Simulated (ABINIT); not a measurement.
Se:

```
Se
1.0
     4.36620    0.00000    0.00000
    -2.18310    3.78124    0.00000
     0.00000    0.00000    4.95360
Se
3
Cartesian
  1.6910 2.9289 0.0000
  -0.4921 0.8523 3.3024
  0.9841 0.0000 1.6512
```

```yaml
Program: ABINIT 10.8.3 (patched build)
Task: relaxation of cell and atoms
Functional: PBE
Potentials_or_basis: PseudoDojo NC SR PBE v0.4.1 standard
Cutoff: 1170 eV
k_mesh: 5 × 5 × 4
Occupations: fermi-dirac, width 0.05 eV
Spin: no spin polarisation
```

At the start: pressure 2.8 GPa; volume 27.26 Å³/atom.

Q: Where does the relaxation end?

A: Over 17 steps the energy falls by 12.6 meV/atom and the volume is 29.30 Å³/atom (+7.5 %); space group P3_121 (No. 152, to 0.05 Å).

Step by step:
| step | energy change (eV) | largest force (eV/Å) | pressure (GPa) | volume (Å³) |
| --- | --- | --- | --- | --- |
| 1 | 0.0000 | 0.4267 | 2.83 | 81.78 |
| 2 | -0.0164 | 0.2648 | 2.01 | 82.49 |
| 3 | -0.0327 | 0.0647 | 0.29 | 84.18 |
| 4 | -0.0332 | 0.0867 | 0.15 | 84.38 |
| 5 | -0.0343 | 0.1097 | -0.08 | 84.85 |
| 6 | -0.0356 | 0.0989 | -0.20 | 85.36 |
| 7 | -0.0365 | 0.0514 | -0.13 | 85.67 |
| 8 | -0.0367 | 0.0151 | 0.00 | 85.66 |
| 9 | -0.0367 | 0.0043 | 0.06 | 85.62 |
| 10 | -0.0368 | 0.0019 | 0.09 | 85.60 |
| 11 | -0.0369 | 0.0122 | 0.15 | 85.65 |
| 12 | -0.0371 | 0.0238 | 0.21 | 85.90 |
| 13 | -0.0374 | 0.0308 | 0.23 | 86.49 |
| 14 | -0.0378 | 0.0234 | 0.16 | 87.29 |
| 15 | -0.0379 | 0.0074 | 0.05 | 87.86 |
| 16 | -0.0379 | 0.0008 | 0.00 | 87.93 |
| 17 | -0.0379 | 0.0000 | 0.00 | 87.90 |

Final structure:
```xyz
3
Lattice="4.4776 0.0000 0.0000 -2.2388 3.8777 0.0000 0.0000 0.0000 5.0628" Properties=species:S:1:pos:R:3 pbc="T T T"
Se    1.7436    3.0200    0.0000
Se   -0.4952    0.8577    3.3752
Se    0.9904    0.0000    1.6876
```
